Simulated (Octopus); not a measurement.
# ZnAu: equation of state with PBE

ZnAu:

```
CELL_PARAMETERS angstrom
3.14700 0.00000 0.00000
0.00000 3.14700 0.00000
0.00000 0.00000 3.14700
ATOMIC_POSITIONS crystal
Au 0.00000 0.00000 0.00000
Zn 0.50000 0.50000 0.50000
```

```json
{
 "Program": "Octopus 16.4",
 "Task": "equation of state",
 "Functional": "PBE",
 "Potentials or basis": "pseudodojo_pbe (PseudoDojo 0.5, PBE)",
 "k mesh": "8 × 8 × 8",
 "Occupations": "fermi-dirac, width 0.05 eV",
 "Spin": "no spin polarisation",
 "Eigensolver": "chebyshev_filter",
 "Volume scales": "[0.94, 0.96, 0.98, 1.0, 1.02, 1.04, 1.06]",
 "k-point symmetries used": "yes",
 "ConvRelDens": "3e-07",
 "ExtraStates": "8",
 "DerivativesOrder": "8"
}
```

- Equilibrium volume: 16.22 Å³/atom
- Bulk modulus: 119 GPa
- Pressure derivative of the bulk modulus: 4.1 (rough: it moves with the points fitted)

Energy against volume, from the lowest point:
| volume (Å³/atom) | energy (meV/atom) |
| --- | --- |
| 14.648 | 67.05 |
| 14.960 | 41.73 |
| 15.272 | 22.68 |
| 15.583 | 9.98 |
| 15.895 | 2.61 |
| 16.207 | 0.00 |
| 16.518 | 2.00 |

All runs of the series together: 31 min on 1 thread of Arm Neoverse V2, with other jobs on the host.

Caveat: the number of grid points is fixed, so the spacing changes with the cell, which shifts volumes and moduli. PBE usually gives volumes a little too large and moduli too small.
